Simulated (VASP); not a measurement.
Ir:

```
CELL_PARAMETERS angstrom
2.75138 0.00000 0.00000
-1.37569 2.38276 0.00000
0.00000 0.00000 4.46229
ATOMIC_POSITIONS crystal
Ir 0.66667 0.33333 0.75000
Ir 0.33333 0.66667 0.25000
```

This isn't the form of Ir at room conditions, which is fcc.

- Program: VASP 6.6.1
- Task: relaxation of cell and atoms
- Functional: r2SCAN
- Potentials or basis: VASP PAW PBE potentials, release 64 (Ir)
- Cutoff: 600 eV
- k mesh: 9 × 9 × 4
- Occupations: gaussian, width 0.1 eV
- Spin: no spin polarisation

At the start: pressure -7.2 GPa; volume 14.63 Å³/atom.

**Question.** How do energy, volume and symmetry change on relaxing?

**Answer.** Over 3 steps the energy falls by 6.7 meV/atom and the volume is 14.35 Å³/atom (-1.9 %); space group P6_3/mmc (No. 194, to 0.05 Å).

Step by step:
```tsv
step	energy change (eV)	largest force (eV/Å)	pressure (GPa)	volume (Å³)
1	0.0000	0.0000	-7.17	29.25
2	0.1975	0.0000	34.77	26.57
3	-0.0134	0.0000	-0.23	28.69
```

Final structure:
```cif
data_structure
_symmetry_space_group_name_H-M 'P 1'
_symmetry_Int_Tables_number 1
_cell_length_a 2.7337
_cell_length_b 2.7337
_cell_length_c 4.4330
_cell_angle_alpha 90.000
_cell_angle_beta 90.000
_cell_angle_gamma 120.000
_cell_volume 28.69
loop_
_atom_site_label
_atom_site_type_symbol
_atom_site_fract_x
_atom_site_fract_y
_atom_site_fract_z
_atom_site_occupancy
Ir1 Ir 0.66667 0.33333 0.75000 1
Ir2 Ir 0.33333 0.66667 0.25000 1
```

Caveat: the PAW data sets were made with another functional, which shifts forces and pressure a little.
